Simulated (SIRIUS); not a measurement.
# TiCo under changes of volume

One of the cells (13.313 Å³/atom); the others are scaled copies at fixed shape and fractional positions:

```
Co Ti
1.0
     2.98611    0.00000    0.00000
     0.00000    2.98611    0.00000
     0.00000    0.00000    2.98611
Co Ti
1 1
Direct
  0.50000 0.50000 0.50000
  0.00000 0.00000 0.00000
```

The cell comes from a database or a generator and needn't be the stable form of this composition.

```yaml
Program: SIRIUS 7.12.0
Functional: RPBE
Potentials_or_basis: all-electron FP-LAPW
Cutoff: 190 eV
Basis: apw+lo standard
k_mesh: 9 × 9 × 9
Occupations: fermi-dirac, width 0.05 eV
Spin: collinear spin, ferromagnetic start
Starting_moments: "[2.0, 1.0] μB"
```

```csv
volume (Å³/atom),energy over the lowest point (meV/atom),moment (μB per cell)
12.515,?,?
12.781,27.90,0.78
13.047,12.59,0.81
13.313,3.58,0.83
13.580,0.00,0.85
13.846,1.75,0.86
14.112,7.87,0.87
```

Problem. What does the run at 12.515 Å³/atom give?

Solution. Energy over the lowest point 49.89 meV/atom; moment 0.73 μB per cell.

Worked out: A Birch-Murnaghan fit of order 3 (a polynomial in V^(-2/3)) to the other rows has its minimum at 13.62 Å³/atom with B0 = V·E''(V) = 153 GPa and B' = 4.3. It gives 50.12 meV/atom at 12.515 Å³/atom, against the run's 49.89. A parabola through the other rows of the moment, of slope 0.132 μB per Å³/atom there, extrapolates to 0.75 μB, against the run's 0.73.

Energies are extrapolated to zero smearing.
